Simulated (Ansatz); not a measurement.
# ZnS: how well frozen cores do, part 2 of 2

The same cell of ZnS is computed with all-electron LAPW, frozen-core PAW and datasets made for this crystal, to set the results side by side.

Ansatz 0.2.0; DFT PBE; a database cell (COD). «Crystal datasets» are all-electron PAW datasets made for this crystal. The steps go on from the part before.

## 4. Datasets made for this crystal

The input, input.yaml:

```yaml
crystal:
  lattice:
    - [3.8109987816, 0.0, 0.0]
    - [-1.9054993908, 3.3004217586, 0.0]
    - [0.0, 0.0, 6.234]
  atoms:
    - { symbol: Zn, position: [0.3333333333, 0.6666666667, 0.0] }
    - { symbol: Zn, position: [0.6666666667, 0.3333333333, 0.5] }
    - { symbol: S, position: [0.3333333333, 0.6666666667, 0.385] }
    - { symbol: S, position: [0.6666666667, 0.3333333333, 0.885] }
kpoints:
  mp_grid: { grid: [8, 8, 5] }
  band_path:
    path:
      - [0.0, 0.0, 0.0]
      - [0.5, 0.0, 0.0]
      - [0.3333333333, 0.3333333333, 0.0]
      - [0.0, 0.0, 0.0]
      - [0.0, 0.0, 0.5]
      - [0.5, 0.0, 0.5]
      - [0.3333333333, 0.3333333333, 0.5]
      - [0.0, 0.0, 0.5]
      - [0.5, 0.0, 0.5]
    npoints: 8
scf:
  occupations: { method: fermi_dirac, width: 0.03 }
hamiltonian:
  xc: pbe
  pseudopotentials: { kind: all_electron, datasets: crystal }
output:
  forces: true
  stress: true
  eigenvalues: true
  efg: { contact_densities: true }
```

Launch:

```sh
$ ansatz run input.yaml --threads 1 --pin off --max-ram 4096MiB --backend cpu --events-out ev --progress --plain --runs-dir out
```

The log of the run:

```text
hamiltonian.pseudopotentials.datasets: crystal makes datasets for this crystal and solves the spheres of its atoms anew in each pass: cutoff 300.0 eV, the density's 1200.0 eV; for an error of 0.50 meV an atom under PBE, 2.0 meV for the cell; an energy difference from a run of another recipe may be off by several times the error for the cell, under r2SCAN by more, where some 0.1 meV an atom stays at smaller errors; S in spheres of 1.048 Å, 6 of its electrons in bands; Zn in spheres of 1.259 Å, 12 of its electrons in bands, 8 on its site; only band paths and densities of states list, in semicore columns, the levels of the semicore shells that are solved separately: 3s of Zn, 3p of Zn
Engine: ansatz 0.2.0
Pseudopotentials: kind: all_electron
Pseudopotential: Zn, paw, valence charge 20, recommended cutoff 300 eV (normal), Koelling and Harmon's equation, gaussian nucleus
Pseudopotential: S, paw, valence charge 6, recommended cutoff 300 eV (normal), Koelling and Harmon's equation, gaussian nucleus
Functional definition: PBE
  parameter kappa = 0.804
  parameter beta = 0.06672455060314922
  exchange = pbe_x(kappa = kappa, mu = beta*pi^2/3)
  correlation = pbe_c(beta = beta)
Crystal: 4 atoms, lattice volume = 78.411 Å³
Basis set: ecut = 300 eV, 941 PW (Γ), exchange–correlation on 48×48×72 points (8 copies of the dense FFT grid, shifted against one another)
Bands: 22, of which v1, the nominal top of the filled ones, is band 18 counted from 1 (17 counted from 0)
Symmetry: 12 space group operations
Space group: P63mc (ITA 186), of the structure as read, at distance tolerance 4.3e-5 Å
k-points: 30 of 320 (time reversal used)
Non-local potential: Zn, projectors of the file, l = 0: 1, l = 1: 1, l = 2: 2
Non-local potential: S, projectors of the file, l = 0: 1, l = 1: 1, l = 2: 2
PAW form: soft (Blöchl's): semilocal exchange-correlation on the pseudo side does not see the compensation charge
PAW one-centre angular grid: Zn, 590 points (default); XC on its mesh's 1895 points in the sphere
PAW one-centre angular grid: S, 110 points (default); XC on its mesh's 1899 points in the sphere
Initial density: superposition of atomic densities (neutral atoms: chi_scale 0, normalization atom)
Initial wavefunctions: pseudopotential atomic-orbital guess
Functional: x = pbe(κ = 0.804, μ = 0.2195149727645171), c = pbe(β = 0.06672455060314922)
iter 1 solved again at ethr=7.19e-3 eV; its pass at ethr=1.00e-1 eV (dr2=2.59e0 eV) is discarded
SCF iter   1: F=—  HF=-119475.341236 eV  |F-HF|=—  |Δ(HF+E_count)|=         —  Δρ=4.41e-2  dr2=2.51e0  ethr=7.19e-3  ⟨swp⟩=2.5  Hψ=3333  notcnv=0
preconditioner: auto → Resta (q_TF=auto, 2.396 Å⁻¹)  ε∞=7.2  [insulator: Δε(μ)=2.463 eV  Ē_g=10.097 eV  σ=0.030 eV  W_gap=1.00  n_scr=22 (ndim 8)  ℏωp=25.2 eV  f_vac=0.008  D(μ)=0.00/eV (n_scr^D=0)  ε∞_Penn≈7.2]
SCF iter   2: F=—  HF=-119474.729200 eV  |F-HF|=—  |Δ(HF+E_count)|=   6.12e-1  Δρ=2.16e-2  dr2=4.76e-1  ethr=6.96e-3  ⟨swp⟩=3.0  Hψ=1465  notcnv=0  defer=1
SCF iter   3: F=—  HF=-119474.678397 eV  |F-HF|=—  |Δ(HF+E_count)|=   5.08e-2  Δρ=1.14e-2  dr2=9.89e-2  ethr=1.32e-3  ⟨swp⟩=3.5  Hψ=1890  notcnv=0  defer=6
SCF iter   4: F=—  HF=-119474.623021 eV  |F-HF|=—  |Δ(HF+E_count)|=   5.54e-2  Δρ=4.62e-3  dr2=1.18e-2  ethr=2.75e-4  ⟨swp⟩=3.2  Hψ=2152  notcnv=0  defer=5
SCF iter   5: F=—  HF=-119474.622867 eV  |F-HF|=—  |Δ(HF+E_count)|=   1.55e-4  Δρ=1.78e-3  dr2=2.33e-3  ethr=3.29e-5  ⟨swp⟩=2.6  Hψ=1343  notcnv=0  defer=4
iter 6 solved again at ethr=4.93e-7 eV; its pass at ethr=6.47e-6 eV (dr2=1.78e-4 eV) is discarded
SCF iter   6: F=—  HF=-119474.625986 eV  |F-HF|=—  |Δ(HF+E_count)|=   3.12e-3  Δρ=3.98e-4  dr2=1.84e-4  ethr=4.93e-7  ⟨swp⟩=2.3  Hψ=2888  notcnv=0  defer=1
SCF iter   7: F=—  HF=-119474.626153 eV  |F-HF|=—  |Δ(HF+E_count)|=   1.67e-4  Δρ=1.58e-4  dr2=3.05e-5  ethr=4.93e-7  ⟨swp⟩=3.0  Hψ=1673  notcnv=0
SCF iter   8: F=—  HF=-119474.626212 eV  |F-HF|=—  |Δ(HF+E_count)|=   5.93e-5  Δρ=4.30e-5  dr2=2.53e-6  ethr=8.46e-8  ⟨swp⟩=3.0  Hψ=1481  notcnv=0
SCF iter   9: F=-119474.626218 eV  HF=-119474.626218 eV  |F-HF|=1.22e-7  |Δ(HF+E_count)|=   6.25e-6  Δρ=9.08e-6  dr2=8.91e-8  ethr=7.03e-9  ⟨swp⟩=3.0  Hψ=1576  notcnv=0
SCF 1 converged in 9 iterations: F = -119474.626217 eV  dr2 = 8.91e-8
  Residual-converged pass: ⟨swp⟩=4.1  Hψ=2186  notcnv=0  max |occ|·‖R‖ = 6.5e-6 eV (tolerance 6.7e-6 eV)  dr2=8.91e-8  dr2_onsite=4.69e-8  max |Δocc| = 9.5e-21
NSCF: frozen V_eff on 65 k-points
SCF converged after 9 iterations
Free energy (F): -119474.626217 eV
Harris-Foulkes:  -119474.626217 eV  (|F-HF|=1.22e-7)
Internal energy: -119474.626217 eV  (E = F + TS)
E sigma→0 (E₀):  -119474.626217 eV
Past the cutoff: the bands carry plane waves up to 1.75 times it, of which those up to 1.5 times it add -0.000185 eV an atom, each by itself; the spheres take 0.000212 eV an atom off the energy for waves past 1.75 times it
By the cutoff:   a pressure is off by up to 0.007 GPa (1.2 times the spheres' own share and the shells' term, over an atom's volume, and 0.004 GPa: a bound that held against runs at twice the plane waves)
Past the cutoffs: a stress includes 0.0020 GPa for waves and charges beyond them, in addition to the slope of what the spheres take
In the spheres:  the bands' charges fall short by 1.9e-6 e at most (sound up to 1e-3), those of shells solved beside the bands by 1.4e-8 e (sound up to 5e-4)
Fermi energy:    8.539313 eV
--- Per-component energies (eV) ---
  The terms above E_closure are by the made datasets' own strengths, without shells solved beside the bands.
--- Forces (eV/Å), atoms counted from 1 ---
  atom   1  Zn    -0.00000000    -0.00000000     0.31927887
  atom   2  Zn    -0.00000000     0.00000000     0.31927887
  atom   3  S      0.00000000    -0.00000000    -0.31929156
  atom   4  S      0.00000000     0.00000000    -0.31929156
  max |Σ_I F_I| component: 2.54e-5 eV/Å
--- Stress (GPa, compression-positive) ---
        3.014722       0.000000       0.000000
        0.000000       3.014722       0.000000
        0.000000       0.000000       0.992782
  P = ⅓ Tr σ = 2.3407 GPa (23.407 kbar)
  It holds what live shells' own plane waves past their cutoff add
--- PAW observables at the nuclei: V_zz in 10²¹ V/m², potentials from the cell's mean, atoms counted from 1 ---
  atom   1  Zn V_zz =    +1.827634   η = 0.0000   by run symmetry: allowed
            electrostatic potential = -3941.577954 V   contact ρ = 166675.253438 e/Å³
  atom   2  Zn V_zz =    +1.827634   η = 0.0000   by run symmetry: allowed
            electrostatic potential = -3941.577954 V   contact ρ = 166675.253438 e/Å³
  atom   3  S  V_zz =    -0.610661   η = 0.0000   by run symmetry: allowed
            electrostatic potential = -1632.994239 V   contact ρ = 19783.033397 e/Å³
  atom   4  S  V_zz =    -0.610661   η = 0.0000   by run symmetry: allowed
            electrostatic potential = -1632.994239 V   contact ρ = 19783.033397 e/Å³
--- Band table (eV; the first three rows and the last of 30) ---
  k-point 0: bands = ["-5.7939", "-4.8706", "1.0339", "1.0339", "1.0982", "1.0982", "1.1073", "1.5147", "1.5147", "1.5947", "1.5947", "1.7544", "2.2372", "6.5429", "6.5429", "7.3884", "7.3884", "7.3995", "9.6500", "10.3946"]
  k-point 1: bands = ["-5.7179", "-4.9738", "1.0377", "1.0377", "1.0897", "1.0897", "1.1027", "1.4268", "1.5242", "1.5242", "1.5890", "1.5890", "2.8869", "6.6178", "6.6178", "6.6306", "7.3010", "7.3010", "10.3033", "10.5018"]
  k-point 2: bands = ["-5.5086", "-5.2262", "1.0499", "1.0499", "1.0698", "1.0698", "1.1099", "1.1896", "1.5472", "1.5472", "1.5720", "1.5720", "4.0028", "5.3112", "6.8191", "6.8191", "7.0795", "7.0795", "10.7790", "10.9266"]
  k-point 29: bands = ["-4.6360", "-4.5925", "1.1684", "1.2197", "1.2265", "1.2864", "1.4024", "1.4047", "1.5266", "1.5296", "1.8280", "1.8736", "2.5924", "2.7212", "4.2346", "4.7131", "5.9193", "6.1524", "11.8299", "12.1480"]
```

Wall time 32 s (1 thread of Intel Xeon Platinum 8488C (Sapphire Rapids), shared host); peak memory 0.75 GiB.

This run gives: pressure 2.34 GPa; gap 2.25 eV, direct at Γ; largest force 0.319 eV/Å; Vzz Zn1 1.83 (η = 0.00), S3 -0.61 (η = 0.00) (10²¹ V/m²).

| atom | contact density (e/Å³) |
| --- | --- |
| Zn1 | 166675.3 |
| S3 | 19783.03 |

## 5. Comparison

Highest filled and lowest empty level at the labelled points (eV from each run's valence-band top):

| point | LAPW top | LAPW bottom | PAW top | PAW bottom | crystal datasets top | crystal datasets bottom |
| --- | --- | --- | --- | --- | --- | --- |
| Γ | 0.00 | 2.25 | 0.00 | 2.25 | 0.00 | 2.25 |
| M | -0.98 | 3.61 | -0.98 | 3.61 | -0.98 | 3.61 |
| K | -2.21 | 4.47 | -2.21 | 4.47 | -2.21 | 4.47 |
| Γ | 0.00 | 2.25 | 0.00 | 2.25 | 0.00 | 2.25 |
| A | -0.45 | 3.51 | -0.45 | 3.51 | -0.45 | 3.51 |
| L | -1.53 | 3.61 | -1.53 | 3.61 | -1.53 | 3.61 |
| H | -1.25 | 4.53 | -1.25 | 4.53 | -1.25 | 4.53 |
| A | -0.45 | 3.51 | -0.45 | 3.51 | -0.45 | 3.51 |
| L | -1.53 | 3.61 | -1.53 | 3.61 | -1.53 | 3.61 |

| method | pressure (GPa) | gap (eV) | largest force (eV/Å) | Vzz Zn1 (10²¹ V/m²) | Vzz S3 (10²¹ V/m²) | SCF cycles, all passes |
| --- | --- | --- | --- | --- | --- | --- |
| LAPW | 2.34 | 2.25 | 0.319 | – | – | 9 |
| PAW | 2.33 | 2.25 | 0.319 | 1.82 | -0.62 | 6 |
| crystal datasets | 2.34 | 2.25 | 0.319 | 1.83 | -0.61 | 9 |

## 6. Results

What follows sums up all 2 parts.

| quantity | value |
| --- | --- |
| pressure | LAPW 2.34, PAW 2.33, crystal datasets 2.34 GPa |
| gap (LAPW) | 2.25 eV, direct at Γ |
| largest force | LAPW 0.319, PAW 0.319, crystal datasets 0.319 eV/Å |
| Bader charges (PAW) | Zn1 +0.89, S3 -0.89 e |
| highest ELF (PAW) | 0.90, 0.85 Å from S |

In words: The pressure of 2.3 GPa pushes the cell to expand, with the atoms held in place. The gap is 2.25 eV, direct at Γ. It is the Kohn-Sham gap of a semilocal functional, which mostly lies below the gap found in experiment. A measured gap of ZnS is 3.911 eV (direct; 4 K; a printed reference work, monograph); the calculated 2.25 eV misses it by -42.5 %. Semilocal functionals fall short of gaps. The calculation has no temperature and no excitons. The top eV of the valence band is mostly S 3p (90 % of the projected weight). The projection holds only the free atom's occupied shells (Zn 4s, Zn 3d, S 3s, S 3p in this range). The field gradient at Zn1, the largest by crystal datasets, is 1.82 by PAW and 1.83 by crystal datasets (10²¹ V/m²), within 5 %. PAW lies -0.01 GPa from LAPW in pressure and less than 0.01 eV in the gap. The forces differ by at most 1 meV/Å in a component, on a largest force of 0.319 eV/Å. The price, with the outputs that each input asks for: 73 s for LAPW against 42 s for PAW, about 1.7 to one.
